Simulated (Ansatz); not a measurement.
Reaction (substitution at a C–Zn bond): `[CH3][Zn][F]` + `Oc1ccccc1` → `COc1ccccc1` + `[F][ZnH]`

Gas-phase electronic energies from Ansatz, PBE0-D4/def2-TZVP geometries. CCSD(T)/CBS adds triple-zeta CCSD(T) − MP2 to the extrapolated MP2 energy (def2 sets, frozen cores). DFT in def2-TZVPP. B3LYP here is the variant with VWN-RPA as its local correlation; programs differ in this. For Zn outer-core shells are correlated without core-valence functions, which leaves a few kJ/mol of doubt a bond. Scalar relativity is left out up to krypton. One conformer a species, not always the lowest.

CCSD(T)/CBS gives +18.6 kcal/mol.

Task: Another level gave +18.6 kcal/mol. Which?
A. PBE/def2-TZVPP
B. HF/def2-TZVPP
C. BHLYP-D4/def2-TZVPP
D. B3LYP/def2-TZVPP

Result: A. PBE 18.6, B3LYP 17.6, BHLYP-D4 15.7, HF/def2-TZVPP 14.3 kcal/mol.

Largest T1 diagnostic among the species: 0.018.

Leaving LDA and LC-ωPBE aside and taking each functional with its dispersion term where it has one, the values, not all of them listed here, spread over 2.6 kcal/mol, from B97M-V to PBE-QIDH. LDA lies −1.8 kcal/mol from PBE without D4. At CCSD(T), def2-SVP lies −4.6 kcal/mol from the extrapolated value and def2-TZVPP −1.5 kcal/mol. The D4 term adds −1.4 kcal/mol with B3LYP and −0.8 kcal/mol with PBE0; it sums over pairs of atoms, weighted by their polarisabilities, and B3LYP, whose exchange is more repulsive, gets the larger term.

CCSD(T)/CBS has its own doubt, a few kJ/mol and more with outer-core shells, so smaller differences from it don't rank the levels.
